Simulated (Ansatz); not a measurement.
# CsI under changes of volume

One of the cells (47.619 Å³/atom); the others are scaled copies at fixed shape and fractional positions:

```
Cs I
1.0
     4.56670    0.00000    0.00000
     0.00000    4.56670    0.00000
     0.00000    0.00000    4.56670
Cs I
1 1
Direct
  0.00000 0.00000 0.00000
  0.50000 0.50000 0.50000
```

| Quantity | Value |
| --- | --- |
| Program | Ansatz 0.2.0 |
| Functional | r2SCAN |
| Dispersion | D3(BJ) |
| Potentials or basis | Ansatz PAW |
| Cutoff | 500 eV (not typed: the program's choice for these potentials) |
| k mesh | 6 × 6 × 6 |
| Occupations | fermi-dirac, width 0.05 eV |
| Spin | no spin polarisation |

```csv
volume (Å³/atom),energy over the lowest point (meV/atom),pressure (GPa),gap on the mesh (eV)
44.762,?,?,?
45.714,3.11,0.6,4.56
46.666,0.66,0.3,4.60
47.619,0.00,0.0,4.62
48.571,0.91,-0.3,4.54
49.523,3.20,-0.5,4.47
50.476,6.72,-0.7,4.41
```

What does the run at 44.762 Å³/atom give?

Energy over the lowest point 7.56 meV/atom; pressure 0.9 GPa; gap on the mesh 4.53 eV.

Worked out: A Birch-Murnaghan fit of order 3 (a polynomial in V^(-2/3)) to the other rows has its minimum at 47.52 Å³/atom with B0 = V·E''(V) = 13.4 GPa and B' = 5.3. It gives 7.58 meV/atom at 44.762 Å³/atom, against the run's 7.56, and -dE/dV = 0.9 GPa, against 0.9. A parabola through the other rows of the gap, of slope 3.95 eV per unit of ln V there, extrapolates to 4.50 eV, against the run's 4.53.

Energies are extrapolated to zero smearing.

Caveats: spin-orbit coupling is left out, which moves the levels of the heavy elements; the PAW data sets come from PBE, with cores solved anew for the run's functional, which leaves a small shift of forces and pressure; the dispersion damping was fitted for another functional or another form of the correction.

A mesh can miss the band edges.
